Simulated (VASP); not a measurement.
Here is a VASP 6.6.1 calculation.

Contents of INCAR:

```
PREC = Accurate
ENCUT = 600
EDIFF = 1E-6
ISMEAR = 1
SIGMA = 0.1
LREAL = F
LASPH = T
NELM = 120
ALGO = Normal
ISIF = 3
LWAVE = F
LCHARG = F
METAGGA = R2SCAN
LMIXTAU = T
LUSE_VDW = T
IVDW_NL = 2
BPARAM = 11.95
CPARAM = 0.0093
IBRION = 2
NSW = 40
EDIFFG = -0.005
```

File KPOINTS:

```
Automatic mesh
0
Gamma
  18 18 18
```

File POSCAR:

```
TiN
1.0
    0.0000000000      2.1050000000      2.1050000000
    2.1050000000      0.0000000000      2.1050000000
    2.1050000000      2.1050000000      0.0000000000
Ti N
1 1
Direct
    0.0000000000      0.0000000000      0.0000000000
    0.5000000000      0.5000000000      0.5000000000
```

Potentials or basis: VASP PAW PBE potentials, release 64 (Ti_sv, N).

The run is started by

```bash
$ cat potpaw_PBE.64/Ti_sv/POTCAR potpaw_PBE.64/N/POTCAR > POTCAR
$ mpirun -np 1 vasp_std > vasp.out
```

Task: Estimate the relaxed volume.

Result: 9.48 Å³/atom.

Task: Estimate the band gap on the k mesh.

Result: None (metal or under the smearing width).

Task: What does it give for the relaxed cell?

Result: a = 2.993 Å, b = 2.993 Å, c = 2.993 Å, α = 60.00°, β = 60.00°, γ = 60.00°.

Task: Predict the space group after relaxing (to 0.05 Å).

Result: Fm-3m (No. 225).

The path:
```csv
step,energy change (eV),largest force (eV/Å),pressure (GPa),volume (Å³)
1,0.0000,0.0000,4.99,18.65
2,0.0067,0.0000,-7.14,19.45
3,-0.0047,0.0000,-0.07,18.96
```

Caveat: the PAW data sets were made with another functional, which shifts forces and pressure a little; pairwise dispersion overbinds metals, which lowers pressure and volume.
